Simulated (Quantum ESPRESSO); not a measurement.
# LiF (P1) in Quantum ESPRESSO: reference runs

Reference runs on LiF: the cell as given.

All numbers are computed with Quantum ESPRESSO 7.5; they aren't measurements. Logs are shortened: lines on timing, memory, paths and dates and some standing lists are left out, and cuts for length are marked.

**1. The structure**

The typed cell holds 2 atoms: a = 2.617 Å, b = 2.527 Å, c = 2.438 Å, α = 95.58°, β = 88.50°, γ = 89.58°.

The cell comes from a database or a generator and needn't be the stable form of this composition.

**2. Single point, PBE**

The input, pw.in:

```
&CONTROL
  calculation = 'scf'
  prefix = 'pwscf'
  outdir = './tmp'
  pseudo_dir = './pseudo'
  tprnfor = .true.
  tstress = .true.
  disk_io = 'nowf'
/
&SYSTEM
  ibrav = 0
  nat = 2
  ntyp = 2
  ecutwfc = 55
  ecutrho = 440
  nbnd = 10
  occupations = 'smearing'
  smearing = 'fd'
  degauss = 0.00367493
/
&ELECTRONS
  conv_thr = 4d-10
  electron_maxstep = 120
  mixing_beta = 0.5
/
ATOMIC_SPECIES
Li     6.9400 li_pbe_v1.4.uspp.F.UPF
F     18.9984 f_pbe_v1.4.uspp.F.UPF
CELL_PARAMETERS angstrom
   2.6168109600    0.0101636300    0.0333504200
   0.0101636300    2.5236780000   -0.1208349300
   0.0333504200   -0.1208349300    2.4349658000
ATOMIC_POSITIONS crystal
Li     0.9972291700    0.0034287500    0.0022735100
F      0.5027708300    0.4965712500    0.4977264900
K_POINTS automatic
10 10 11 0 0 0
```

Potentials or basis: SSSP 1.3 efficiency PBE.

Started as:

```console
> OMP_NUM_THREADS=1 pw.x -in pw.in > pw.out
```

pw.out:

```text
This program is part of the open-source Quantum ESPRESSO suite
     for quantum simulation of materials; please cite
[... 6 lines left out ...]
     --------------------
     sticks:   dense  smooth     PW     G-vecs:    dense   smooth      PW
     Sum         819     415    137                16875     5973    1121

     Using Slab Decomposition

     bravais-lattice index     =            0
     lattice parameter (alat)  =       4.9455  a.u.
     unit-cell volume          =     108.2375 (a.u.)^3
     number of atoms/cell      =            2
     number of atomic types    =            2
     number of electrons       =        10.00
     number of Kohn-Sham states=           10
     kinetic-energy cutoff     =      55.0000  Ry
     charge density cutoff     =     440.0000  Ry
     scf convergence threshold =      4.0E-10
     mixing beta               =       0.5000
     number of iterations used =            8  plain     mixing
     Exchange-correlation=  SLA  PW   PBX  PBC
                           (   1   4   3   4   0   0   0)

     celldm(1)=   4.945495  celldm(2)=   0.000000  celldm(3)=   0.000000
     celldm(4)=   0.000000  celldm(5)=   0.000000  celldm(6)=   0.000000

     crystal axes: (cart. coord. in units of alat)
               a(1) = (   0.999911   0.003884   0.012744 )
               a(2) = (   0.003884   0.964324  -0.046172 )
               a(3) = (   0.012744  -0.046172   0.930426 )

     reciprocal axes: (cart. coord. in units 2 pi/alat)
               b(1) = (  1.000285 -0.004696 -0.013933 )
               b(2) = ( -0.004696  1.039488  0.051649 )
               b(3) = ( -0.013933  0.051649  1.077530 )

     PseudoPot. # 1 for Li read from file:
     li_pbe_v1.4.uspp.F.UPF
     Pseudo is Ultrasoft, Zval =  3.0
     Generated by new atomic code, or converted to UPF format
     Using radial grid of  751 points,  5 beta functions with:
                l(1) =   0
                l(2) =   0
                l(3) =   0
                l(4) =   1
                l(5) =   1
     Q(r) pseudized with 10 coefficients,  rinner =    1.150   1.150   1.150

     PseudoPot. # 2 for F  read from file:
     f_pbe_v1.4.uspp.F.UPF
     Pseudo is Ultrasoft, Zval =  7.0
     Generated by new atomic code, or converted to UPF format
     Using radial grid of  799 points,  4 beta functions with:
                l(1) =   0
                l(2) =   0
                l(3) =   1
                l(4) =   1
     Q(r) pseudized with  8 coefficients,  rinner =    0.950   0.950   0.950

     atomic species   valence    mass     pseudopotential
     Li                3.00     6.94000     Li( 1.00)
     F                 7.00    18.99840     F ( 1.00)

     No symmetry found

   Cartesian axes

     site n.     atom                  positions (alat units)
         1        Li     tau(   1) = (   0.9971830   0.0070743   0.0146653  )
         2        F      tau(   2) = (   0.5109975   0.4578270   0.4465771  )

     number of k points=   552  Fermi-Dirac smearing, width (Ry)=  0.0037

     Number of k-points >= 100: set verbosity='high' to print them.

     Dense  grid:    16875 G-vectors     FFT dimensions: (  36,  32,  32)

     Smooth grid:     5973 G-vectors     FFT dimensions: (  24,  24,  24)

     Initial potential from superposition of free atoms

     starting charge       9.5493, renormalised to      10.0000
     Starting wfcs are    9 randomized atomic wfcs +    1 random wfcs

     Self-consistent Calculation

     iteration #  1     ecut=    55.00 Ry     beta= 0.50
     Davidson diagonalization with overlap
     ethr =  1.00E-02,  avg # of iterations =  4.6

     Threshold (ethr) on eigenvalues was too large:
     Diagonalizing with lowered threshold

     Davidson diagonalization with overlap
     ethr =  3.33E-04,  avg # of iterations =  1.8

     total energy              =     -63.31806921 Ry
     estimated scf accuracy    <       0.03439034 Ry

     iteration #  2     ecut=    55.00 Ry     beta= 0.50
     Davidson diagonalization with overlap
     ethr =  3.44E-04,  avg # of iterations =  1.1

     total energy              =     -63.31888285 Ry
     estimated scf accuracy    <       0.00548020 Ry

     iteration #  3     ecut=    55.00 Ry     beta= 0.50
     Davidson diagonalization with overlap
     ethr =  5.48E-05,  avg # of iterations =  1.7

     total energy              =     -63.31905946 Ry
     estimated scf accuracy    <       0.00101119 Ry

     iteration #  4     ecut=    55.00 Ry     beta= 0.50
     Davidson diagonalization with overlap
     ethr =  1.01E-05,  avg # of iterations =  2.6

     total energy              =     -63.31920000 Ry
     estimated scf accuracy    <       0.00000784 Ry

     iteration #  5     ecut=    55.00 Ry     beta= 0.50
     Davidson diagonalization with overlap
     ethr =  7.84E-08,  avg # of iterations =  3.3

     total energy              =     -63.31920503 Ry
     estimated scf accuracy    <       0.00000136 Ry

     iteration #  6     ecut=    55.00 Ry     beta= 0.50
     Davidson diagonalization with overlap
     ethr =  1.36E-08,  avg # of iterations =  2.0

     total energy              =     -63.31920531 Ry
     estimated scf accuracy    <       0.00000003 Ry

     iteration #  7     ecut=    55.00 Ry     beta= 0.50
     Davidson diagonalization with overlap
     ethr =  2.67E-10,  avg # of iterations =  2.7

     total energy              =     -63.31920532 Ry
     estimated scf accuracy    <          4.4E-10 Ry

     iteration #  8     ecut=    55.00 Ry     beta= 0.50
     Davidson diagonalization with overlap
     ethr =  4.43E-12,  avg # of iterations =  3.6

     End of self-consistent calculation

     Number of k-points >= 100: set verbosity='high' to print the bands.

     the Fermi energy is     7.8626 ev

!    total energy              =     -63.31920532 Ry
     estimated scf accuracy    <          2.6E-10 Ry
     smearing contrib. (-TS)   =       0.00000000 Ry
     internal energy E=F+TS    =     -63.31920532 Ry

     The total energy is F=E-TS. E is the sum of the following terms:
     one-electron contribution =     -26.05572287 Ry
     hartree contribution      =      17.21569576 Ry
     xc contribution           =     -12.92190136 Ry
     ewald contribution        =     -41.55727686 Ry

     convergence has been achieved in   8 iterations

     Forces acting on atoms (cartesian axes, Ry/au):

     atom    1 type  1   force =     0.00002812   -0.00021817   -0.00043729
     atom    2 type  2   force =    -0.00002812    0.00021817    0.00043729

     Total force =     0.000692     Total SCF correction =     0.000002

     Computing stress (Cartesian axis) and pressure

          total   stress  (Ry/bohr**3)                   (kbar)     P=       38.42
  -0.00049080  -0.00000361   0.00004642          -72.20       -0.53        6.83
  -0.00000361   0.00026210  -0.00019227           -0.53       38.56      -28.28
   0.00004642  -0.00019227   0.00101217            6.83      -28.28      148.90

=------------------------------------------------------------------------------=
   JOB DONE.
=------------------------------------------------------------------------------=
```

It took 40 s on 1 thread of Intel Xeon Platinum 8375C at 2.90GHz (Ice Lake), shared host; peak memory 0.11 GiB.

Results:

```yaml
Free_energy: -861.5017 eV
Pressure: 3.8 GPa
Largest_force: 0.013 eV/Å
Band_gap_on_the_k_mesh: 7.57 eV, indirect (least direct gap 8.02 eV)
```

Forces on the atoms (eV/Å):
```
Li   0.001 -0.006 -0.011
F   -0.001  0.006  0.011
```

Caveat: an odd mesh through Γ misses points on the zone boundary, where band edges often lie. As with any semilocal functional, this PBE gap is likely too small.
